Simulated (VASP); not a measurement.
# Ta2N (P-3m1) in VASP: a series of runs, part 2 of 2

VASP 6.6.1. The steps go on from the part before.

## Step 3: Single point, SCAN+U (atoms moved at random, drawn with an rms of 0.02 Å)

run.py reads:

```python
from ase import Atoms
from ase.calculators.vasp import Vasp
from ase.dft.bandgap import bandgap

atoms = Atoms(
    ['Ta', 'Ta', 'N'],
    cell=[[3.112861506, 0.0, 0.0], [-1.556430753, 2.6958171426, 0.0], [0.0, 0.0, 4.869841]],
    scaled_positions=[[0.343331, 0.666637, 0.256133], [0.667314, 0.335977, 0.746994], [3e-06, -0.00102, -0.000519]],
    pbc=True,
)
calc = Vasp(
    directory='calc',
    xc='scan',
    pp='PBE',
    setups='recommended',
    prec='Accurate',
    encut=520,
    ediff=1e-07,
    ismear=0,
    sigma=0.05,
    lreal=False,
    lasph=True,
    nelm=60,
    algo='Normal',
    isif=2,
    lwave=False,
    lcharg=True,
    lmaxmix=4,
    ldautype=2,
    ldauprint=1,
    lmixtau=True,
    lelf=True,
    lvhar=True,
    ldau_luj={'Ta': {'L': 2, 'U': 5.3, 'J': 0.5}},
    kpts=[10, 10, 6],
    gamma=True,
    nbands=20,
)
atoms.calc = calc

print('energy (eV):', atoms.get_potential_energy())
print('free energy (eV):', atoms.get_potential_energy(force_consistent=True))
print('forces (eV/A):')
print(atoms.get_forces())
print('stress (eV/A^3, Voigt):', atoms.get_stress())
print('Fermi level (eV):', calc.get_fermi_level())
gap, top, bottom = bandgap(calc)
print('band gap (eV):', gap, 'from (spin, k, band)', top, 'to', bottom)
```

Potentials or basis: VASP PAW PBE potentials, release 64 (Ta_pv, N).

The run is started by

```bash
$ python run.py
```

Run time: 12 min. Hardware: 1 thread of Intel Xeon Platinum 8488C (Sapphire Rapids), shared host; peak memory 0.34 GiB.

It converged, with:

```yaml
Free_energy: -136.4589 eV
Pressure: 4.9 GPa
Largest_force: 0.766 eV/Å
Band_gap_on_the_k_mesh: none (metal or under the smearing width)
```

Forces on the atoms (eV/Å):
```
Ta  -0.144 -0.018  0.631
Ta  -0.015 -0.069 -0.763
N    0.159  0.088  0.132
```

Stress tensor (GPa, compression positive):
```
 2.87  0.09 -0.94
 0.09  2.95  0.22
-0.94  0.22  8.78
```

Levels at points of the mesh, in eV from the Fermi level:
| k point | band 9 | band 10 | band 11 | band 12 | band 13 | band 14 | band 15 | band 16 | band 17 | band 18 |
| --- | --- | --- | --- | --- | --- | --- | --- | --- | --- | --- |
| (0.00, 0.00, 0.00) | -6.62 | -6.58 | -6.12 | -0.76 | -0.21 | -0.11 | 0.02 | 0.34 | 0.55 | 1.25 |
| (0.50, 0.00, 0.00) | -7.13 | -6.89 | -4.82 | -3.22 | -1.97 | 1.75 | 1.91 | 3.83 | 4.17 | 4.33 |
| (0.00, 0.50, 0.00) | -7.15 | -6.91 | -4.82 | -3.21 | -1.99 | 1.74 | 1.97 | 3.80 | 4.11 | 4.36 |
| (0.50, 0.50, 0.00) | -7.18 | -6.94 | -4.80 | -3.21 | -2.03 | 1.86 | 1.97 | 3.78 | 4.11 | 4.30 |
| (0.00, 0.00, 0.50) | -6.79 | -6.73 | -3.41 | -3.29 | -1.03 | -1.01 | 1.33 | 1.63 | 2.47 | 2.58 |
| (0.50, 0.00, 0.50) | -7.26 | -6.67 | -3.72 | -2.79 | -2.58 | -0.55 | 0.77 | 3.53 | 3.64 | 4.35 |
| (0.00, 0.50, 0.50) | -7.27 | -6.69 | -3.69 | -2.78 | -2.62 | -0.51 | 0.79 | 3.55 | 3.66 | 4.34 |
| (0.50, 0.50, 0.50) | -7.31 | -6.72 | -3.64 | -2.76 | -2.71 | -0.42 | 0.81 | 3.64 | 3.66 | 4.33 |

Eigenvalues of the final occupation matrices:
```csv
site,spin,trace,eigenvalues
site 1 d,1,1.12,0.21 0.21 0.22 0.23 0.25
site 1 d,2,1.12,0.21 0.21 0.22 0.23 0.25
site 2 d,1,1.12,0.20 0.21 0.23 0.23 0.25
site 2 d,2,1.12,0.20 0.21 0.23 0.23 0.25
```

Caveat: the PAW data sets were made with another functional, which shifts forces and pressure a little; U without spin polarisation on a metal has little footing. Spin-orbit coupling is left out, which matters for the levels of Ta.

## Step 4: Single point, PBE

INCAR reads:

```
ADDGRID = False ; ALGO = Normal
EDIFF = 1E-8 ; ENCUT = 900
GGA = PE ; ISIF = 2
ISMEAR = 0 ; LASPH = True
LCHARG = False ; LREAL = False
LWAVE = False ; NELM = 100
PREC = Accurate ; SIGMA = 0.05
```

KPOINTS reads:

```
k-points
0
Gamma
  12 12 7
```

POSCAR reads:

```
Ta2N
1.0
    3.1128615060      0.0000000000      0.0000000000
   -1.5564307530      2.6958171426      0.0000000000
    0.0000000000      0.0000000000      4.8698410000
Ta N
2 1
Direct
    0.3333333333      0.6666666667      0.2547110000
    0.6666666667      0.3333333333      0.7452890000
    0.0000000000      0.0000000000      0.0000000000
```

The run is started by

```bash
$ cat potpaw_PBE.64/Ta_pv/POTCAR potpaw_PBE.64/N/POTCAR > POTCAR
$ mpirun -np 1 vasp_std > vasp.out
```

Run time: 2.6 min. Hardware: 1 thread of AMD EPYC 7R43 (Zen 3), shared host; peak memory 0.27 GiB.

Results (log left out):

* Free energy: -34.3904 eV
* Pressure: -0.8 GPa
* Largest force: 0.069 eV/Å
* Band gap on the k mesh: none (metal or under the smearing width)

Forces on the atoms (eV/Å):
```
Ta   0.000  0.000 -0.069
Ta   0.000  0.000  0.069
N    0.000  0.000  0.000
```

Stress tensor (GPa, compression positive):
```
-1.08  0.00  0.00
 0.00 -1.08  0.00
 0.00  0.00 -0.28
```

Levels at points of the mesh, in eV from the Fermi level:
| k point | band 10 | band 11 | band 12 | band 13 | band 14 | band 15 | band 16 | band 17 |
| --- | --- | --- | --- | --- | --- | --- | --- | --- |
| (0.00, 0.00, 0.00) | -6.00 | -4.93 | -0.61 | -0.19 | -0.19 | 0.32 | 0.32 | 0.32 |
| (0.50, 0.00, 0.00) | -6.31 | -4.49 | -2.58 | -1.34 | 1.80 | 1.92 | 3.73 | 4.06 |

The run has no spin-orbit coupling, so splittings on Ta are missing.

## Step 5: Single point, PBE

INCAR, as its differences from that of step 4:

```diff
@@ -1,3 +1,3 @@
 ADDGRID = False ; ALGO = Normal
-EDIFF = 1E-8 ; ENCUT = 900
+EDIFF = 1E-7 ; ENCUT = 520
 GGA = PE ; ISIF = 2
```

KPOINTS reads:

```
k-points
0
Gamma
  9 9 5
```

POSCAR is that of step 4.

The run is started by

```bash
$ cat potpaw_PBE.64/Ta_pv/POTCAR potpaw_PBE.64/N/POTCAR > POTCAR
$ mpirun -np 1 vasp_std > vasp.out
```

It took 40 s on 1 thread of AMD EPYC 7R43 (Zen 3), shared host; peak memory 0.13 GiB.

These settings aren't checked as converged: the numbers below hold their error.

Results:

* Free energy: -34.3729 eV
* Pressure: -0.8 GPa
* Largest force: 0.069 eV/Å
* Band gap on the k mesh: none (metal or under the smearing width)

## Step 6: Relaxation of cell and atoms, RPBE

INCAR reads:

```
PREC = Accurate ; ENCUT = 600
EDIFF = 1E-7 ; ISMEAR = -1
SIGMA = 0.05 ; LREAL = F
LASPH = T ; NELM = 100
ALGO = Normal ; ISIF = 3
LWAVE = F ; LCHARG = F
GGA = RP ; IBRION = 2
NSW = 60 ; EDIFFG = -0.01
```

KPOINTS reads:

```
regular mesh
0
Gamma
  10 10 6
```

POSCAR is that of step 5.

Potentials or basis: VASP PAW PBE potentials, release 64 (Ta_pv, N).

The run is started by

```bash
$ cat potpaw_PBE.64/Ta_pv/POTCAR potpaw_PBE.64/N/POTCAR > POTCAR
$ mpirun -np 1 vasp_std > vasp.out
```

It took 2.8 min on 1 thread of Intel Xeon Platinum 8488C (Sapphire Rapids), shared host; peak memory 0.23 GiB.

Results (log left out):

| Item | Value |
| --- | --- |
| Free energy | -32.8615 eV |
| Relaxed volume | 13.76 Å³/atom |
| Relaxed cell | a = 3.112 Å, b = 3.112 Å, c = 4.920 Å, α = 90.00°, β = 90.00°, γ = 120.00° |
| Space group after relaxing (to 0.05 Å) | P-3m1 (No. 164) |
| Energy gained by relaxing | 2.0 meV/atom |
| Ionic steps | 5 |
| Pressure after relaxing | -0.1 GPa |
| Largest force after relaxing | 0.006 eV/Å |
| Band gap on the k mesh | none (metal or under the smearing width) |

Forces on the atoms (eV/Å):
```
Ta   0.000  0.000  0.006
Ta   0.000  0.000 -0.006
N    0.000  0.000  0.000
```

The path:
```csv
step,energy change (eV),largest force (eV/Å),pressure (GPa),volume (Å³)
1,0.0000,0.1388,3.00,40.87
2,0.0192,0.1563,-6.87,42.39
3,-0.0047,0.0447,-0.21,41.33
4,-0.0056,0.0272,-0.14,41.30
5,-0.0059,0.0061,-0.06,41.28
```

Final structure:
```
Ta N
1.0
     3.11235    0.00000    0.00000
    -1.55618    2.69537    0.00000
     0.00000    0.00000    4.92018
Ta N
2 1
Cartesian
  0.0000 1.7969 1.2595
  1.5562 0.8985 3.6607
  0.0000 0.0000 0.0000
```

Levels at points of the mesh, in eV from the Fermi level:
```tsv
k point	band 11	band 12	band 13	band 14	band 15	band 16	band 17
(0.00, 0.00, 0.00)	-5.05	-0.74	-0.23	-0.23	0.21	0.35	0.35
(0.50, 0.00, 0.00)	-4.49	-2.62	-1.39	1.58	1.92	3.72	3.92
(0.00, 0.00, 0.50)	-2.97	-2.69	-1.05	-1.05	1.69	1.88	2.26
(0.50, 0.00, 0.50)	-3.28	-2.19	-2.13	-0.39	0.70	3.33	3.56
```

Caveat: the PAW data sets were made with another functional, which shifts forces and pressure a little. The run has no spin-orbit coupling, so splittings on Ta are missing.

## Step 7: Summary

```csv
task,level,U,cell,k mesh,cutoff (eV),smearing,LDAUTYPE,hund's J,gap on the mesh (eV),pressure (GPa),largest force (eV/Å)
single point,RPBE+U,Ta d U = 4 eV,as given,10 × 10 × 6,520,gaussian 0.1 eV,-,-,none,14.3,0.63
single point,SCAN+U,"Ta d U = 5.3 eV, J = 0.5 eV","atoms moved at random, drawn with an rms of 0.02 Å",10 × 10 × 6,520,gaussian 0.05 eV,2,0.5,none,4.9,0.77
single point,PBE,-,as given,12 × 12 × 7,900,gaussian 0.05 eV,-,-,none,-0.8,0.07
relaxation of cell and atoms,RPBE,-,relaxed,10 × 10 × 6,600,fermi-dirac 0.05 eV,-,-,none,-0.1,0.01
```

Alike in all rows: potentials or basis VASP PAW PBE potentials, release 64 (Ta_pv, N); no spin polarisation.

Caveats: the PAW data sets were made with another functional, which shifts forces and pressure a little (some runs); U without spin polarisation on a metal has little footing (some runs).

Total energies depend on the potentials used, so only differences within one code and one set of settings carry meaning.
